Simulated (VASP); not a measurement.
# N2 in VASP: single point with PBE0

Aim: the single point of N2 with PBE0.

All numbers are computed with VASP 6.6.1; they aren't measurements. Logs are shortened: lines on timing, memory, paths and dates and some standing lists are left out, and cuts for length are marked.

### Step 1. Starting point

The cell holds a molecule in a box, 2 atoms: a = 10.000 Å, b = 10.500 Å, c = 11.000 Å, α = 90.00°, β = 90.00°, γ = 90.00°.

### Step 2. Single point, PBE0

Input file POSCAR:

```
N
1.0
   10.0000000000      0.0000000000      0.0000000000
    0.0000000000     10.5000000000      0.0000000000
    0.0000000000      0.0000000000     11.0000000000
N
2
Direct
    0.5000000000      0.5000000000      0.4494700000
    0.5000000000      0.5000000000      0.5505300000
```

Input file INCAR.step1:

```
  PREC = Accurate
  ENCUT = 520
  EDIFF = 1E-5
  ISMEAR = 0
  SIGMA = 0.02
  LREAL = F
  LASPH = T
  NELM = 100
  ALGO = Normal
  ISIF = 2
  LWAVE = T
  GGA = PE
```

Input file INCAR.step2:

```
  PREC = Accurate
  ENCUT = 520
  EDIFF = 1E-6
  ISMEAR = 0
  SIGMA = 0.02
  LREAL = F
  LASPH = T
  NELM = 100
  ALGO = Normal
  ISIF = 2
  LWAVE = F
  LCHARG = T
  GGA = PE
  LHFCALC = T
  AEXX = 0.25
  PRECFOCK = Fast
  LELF = T
  LVHAR = T
  ISTART = 1
```

Input file KPOINTS:

```
Automatic mesh
0
Gamma
  1 1 1
```

Potentials or basis: VASP PAW PBE potentials, release 64 (N).

Run with:

```bash
$ cat potpaw_PBE.64/N/POTCAR > POTCAR
$ cp INCAR.step1 INCAR
$ mpirun -np 1 vasp_std > vasp.out
$ cp INCAR.step2 INCAR
$ mpirun -np 1 vasp_std > vasp.out
```

OUTCAR:

```text
PREC = Accurate
   ENCUT = 520
   EDIFF = 1E-6
   ISMEAR = 0
   LREAL = F
   LASPH = T
   NELM = 100
   ISIF = 2
   GGA = PE
   LHFCALC = T
   AEXX = 0.25
   PRECFOCK = Fast
   ISTART = 1

 ion  position               nearest neighbor table
   1  0.500  0.500  0.449-   2 1.11
   2  0.500  0.500  0.551-   1 1.11

  LATTYP: Found a simple orthorhombic cell.
 ALAT       =    10.0000000000
 B/A-ratio  =     1.0500000000
 C/A-ratio  =     1.1000000000

  Lattice vectors:

 A1 = (  10.0000000000,   0.0000000000,   0.0000000000)
 A2 = (   0.0000000000,  10.5000000000,   0.0000000000)
 A3 = (   0.0000000000,   0.0000000000,  11.0000000000)

Analysis of symmetry for initial positions (statically):
=====================================================================
 Subroutine PRICEL returns:
 Original cell was already a primitive cell.

 Routine SETGRP: Setting up the symmetry group for a
 simple orthorhombic supercell.

 Subroutine GETGRP returns: Found  8 space group operations
 (whereof  8 operations were pure point group operations)
 out of a pool of  8 trial point group operations.

The static configuration has the point symmetry D_2h.

Analysis of symmetry for dynamics (positions and initial velocities):
=====================================================================
 Subroutine PRICEL returns:
 Original cell was already a primitive cell.

 Routine SETGRP: Setting up the symmetry group for a
 simple orthorhombic supercell.

 Subroutine GETGRP returns: Found  8 space group operations
 (whereof  8 operations were pure point group operations)
 out of a pool of  8 trial point group operations.

The dynamic configuration has the point symmetry D_2h.

 Subroutine INISYM returns: Found  8 space group operations
 (whereof  8 operations are pure point group operations),
 and found     1 'primitive' translations

----------------------------------------------------------------------------------------

                                     Primitive cell

  volume of cell :    1155.0000

  direct lattice vectors                    reciprocal lattice vectors
    10.000000000  0.000000000  0.000000000     0.100000000  0.000000000  0.000000000
     0.000000000 10.500000000  0.000000000     0.000000000  0.095238095  0.000000000
     0.000000000  0.000000000 11.000000000     0.000000000  0.000000000  0.090909091

  length of vectors
    10.000000000 10.500000000 11.000000000     0.100000000  0.095238095  0.090909091

  position of ions in fractional coordinates (direct lattice)
     0.500000000  0.500000000  0.449470000
     0.500000000  0.500000000  0.550530000

  ion indices of the primitive-cell ions
   primitive index   ion index
                 1           1
                 2           2

----------------------------------------------------------------------------------------

 KPOINTS: Automatic mesh

Automatic generation of k-mesh.
 Grid dimensions read from file:
 generate k-points for:    1    1    1

 Generating k-lattice:

  Cartesian coordinates                     Fractional coordinates (reciprocal lattice)
     0.100000000  0.000000000  0.000000000     1.000000000  0.000000000  0.000000000
     0.000000000  0.095238095  0.000000000     0.000000000  1.000000000  0.000000000
     0.000000000  0.000000000  0.090909091     0.000000000  0.000000000  1.000000000

  Length of vectors
     0.100000000  0.095238095  0.090909091

  Shift w.r.t. Gamma in fractional coordinates (k-lattice)
     0.000000000  0.000000000  0.000000000

 Subroutine IBZKPT returns following result:
 ===========================================

 Found      1 irreducible k-points:

 Following reciprocal coordinates:
            Coordinates               Weight
  0.000000  0.000000  0.000000      1.000000
   k-points           NKPTS =      1   k-points in BZ     NKDIM =      1   number of bands    NBANDS=      9
   number of dos      NEDOS =    301   number of ions     NIONS =      2
   total plane-waves  NPLWV = 537600
   dimension x,y,z NGX =    80 NGY =   80 NGZ =   84
   dimension x,y,z NGXF=   160 NGYF=  160 NGZF=  168
   ions per type =               2
   NGX,Y,Z   is equivalent  to a cutoff of  13.30, 12.67, 12.70 a.u.
   NGXF,Y,Z  is equivalent  to a cutoff of  26.60, 25.33, 25.39 a.u.
 SYSTEM =  unknown system
   PREC   = accura    normal or accurate (medium, high low for compatibility)
   ISTART =      1    job   : 0-new  1-cont  2-samecut
   ICHARG =      0    charge: 1-file 2-atom 10-const
   ISPIN  =      1    spin polarized calculation?
   LNONCOLLINEAR =      F non collinear calculations
   LSORBIT =      F    spin-orbit coupling
   LASPH  =      T    aspherical Exc in radial PAW
   ENCUT  =  520.0 eV  38.22 Ry    6.18 a.u.  18.59 19.52 20.45*2*pi/ulx,y,z
   NELM   =    100;   NELMIN=  2; NELMDL=  0     # of ELM steps
   EDIFF  = 0.1E-05   stopping-criterion for ELM
   LREAL  =      F    real-space projection
   EDIFFG = 0.1E-04   stopping-criterion for IOM
   NSW    =      0    number of steps for IOM
   IBRION =     -1    ionic relax: 0-MD 1-quasi-New 2-CG
   NFREE  =      0    steps in history (QN), initial steepest desc. (CG)
   ISIF   =      2    stress and relaxation
   ISYM   =      3    0-nonsym 1-usesym 2-fastsym
   POTIM  = 0.5000    time-step for ionic-motion
   TEBEG  =    0.0;   TEEND  =   0.0 temperature during run
   PSTRESS=    0.0 pullay stress
   NELECT =      10.0000    total number of electrons
   NUPDOWN=      -1.0000    fix difference up-down
   EMIN   =  10.00;   EMAX   =-10.00  energy-range for DOS
   EFERMI =   0.00;   METHOD = LEGACY
   ISMEAR =     0;   SIGMA  =   0.02  broadening in eV -4-tet -1-fermi 0-gaus
   EFERMI_NEDOS =   21; number of points for ismear=-14 and -15
   IALGO  =     38    algorithm
   IMIX   =      1    mixing-type and parameters
     AMIX     =   0.40;   BMIX     =  1.00
     AMIX_MAG =   1.60;   BMIX_MAG =  1.00
  volume/ion in A,a.u.               =     577.50      3897.16
  Fermi-wavevector in a.u.,A,eV,Ry     =   0.336161  0.635252  1.537517  0.113004
  Thomas-Fermi vector in A             =   1.236311
   LORBIT       =      0    0 simple, 1 ext, 2 COOP (PROOUT), +10 PAW based schemes
   GGA     = PE    functional components
   LHFCALC =     T    Hartree Fock is set to
   PRECFOCK=fast      Normal, Fast or Accurate (Low or Medium for compatibility)
   ENCUT4O =  -1.0   cutoff for four orbital integrals eV
   NKREDX  =     1    reduce k-point grid by
   NKREDY  =     1    reduce k-point grid by
   NKREDZ  =     1    reduce k-point grid by
   AEXX    =    0.2500 exact exchange contribution
   HFSCREEN=    0.0000 screening length (either q_TF or 0.3 A-1)
   HFSCREENC=   0.0000 screening length for correlation (either q_TF or 0.3 A-1)
   ENCUTFOCK=  -1.0 apply spherical cutoff to Coloumb kernel
   IVDW    =     0    specifies the selected vdW correction
   LEPSILON=     F    determine dielectric tensor
   LRPA    =     F    only Hartree local field effects (RPA)
 non-spin polarized calculation
 Gauss-broadening in eV      SIGMA  =   0.02
  energy-cutoff  :      520.00
  volume of cell :     1155.00
 maximum number of plane-waves:     31095
 NGX is ok and might be reduce to    80
  NGX = 40; NGY = 40; NGZ = 42

 number of electron      10.0000003 magnetization

 Free energy of the ion-electron system (eV)
  ---------------------------------------------------
  ext. energy  EPLUGINS =         0.00000000
  ---------------------------------------------------
  free energy    TOTEN  =       -21.69775336 eV

  energy without entropy =      -21.69775336  energy(sigma->0) =      -21.69775336

 E-fermi : -11.8762     XC(G=0):  -0.4589

 val. band max:      -12.0219053672   @ k =   0.0000   0.0000   0.0000
 cond. band min:      -0.6800473517   @ k =   0.0000   0.0000   0.0000
 fundamental gap:     11.3418580155
 Fermi energy:       -11.8762442008

 k-point     1 :       0.0000    0.0000    0.0000
  band No.  band energies     occupation
      1     -31.3034      2.00000
      2     -15.6106      2.00000
      3     -12.9904      2.00000
      4     -12.9901      2.00000
      5     -12.0219      2.00000
      6      -0.6800      0.00000
      7      -0.6791      0.00000
      8      -0.0884      0.00000
      9       1.0797      0.00000

------------------------ aborting loop because EDIFF is reached ----------------------------------------

  FORCE on cell =-STRESS in cart. coord.  units (eV):
  Direction    XX          YY          ZZ          XY          YZ          ZX
  --------------------------------------------------------------------------------------
  -------------------------------------------------------------------------------------
  Total       -0.0774544     -0.0756425     -1.7578035      0.0000000      0.0000000      0.0000000
  in kB       -0.1074422     -0.1049287     -2.4383662      0.0000000      0.0000000      0.0000000
  external PRESSURE =      -0.8835790 kB  Pullay stress =       0.0000000 kB

 VOLUME and BASIS-vectors are now :
 -----------------------------------------------------------------------------
  energy-cutoff  :      520.00
  volume of cell :     1155.00
      direct lattice vectors                 reciprocal lattice vectors
    10.000000000  0.000000000  0.000000000     0.100000000  0.000000000  0.000000000
     0.000000000 10.500000000  0.000000000     0.000000000  0.095238095  0.000000000
     0.000000000  0.000000000 11.000000000     0.000000000  0.000000000  0.090909091

 POSITION                                       TOTAL-FORCE (eV/Angst)
 -----------------------------------------------------------------------------------
      5.00000      5.25000      4.94417        -0.000000     -0.000000      1.471759
      5.00000      5.25000      6.05583         0.000000      0.000000     -1.471759
 -----------------------------------------------------------------------------------
    total drift:                                0.000000      0.000000     -0.000005

  FREE ENERGIE OF THE ION-ELECTRON SYSTEM (eV)
  ---------------------------------------------------
  free  energy   TOTEN  =       -21.6977533635 eV

  energy  without entropy=      -21.6977533635  energy(sigma->0) =      -21.69775336
```

Run time: 1.8 min. Hardware: 1 thread of Intel Xeon Platinum 8259CL at 2.50GHz (Skylake/Cascade Lake), shared host; peak memory 0.88 GiB.

Results:

- Free energy: -21.6978 eV
- Largest force: 1.472 eV/Å
- Gap between the frontier levels: 11.34 eV

Forces in eV/Å, atoms in the order of the input:
```
N    0.000  0.000  1.472
N    0.000  0.000 -1.472
```

Caveat: the standard files for N, O and F lose accuracy on very short bonds; the PAW data sets were made with another functional, which shifts forces and pressure a little.
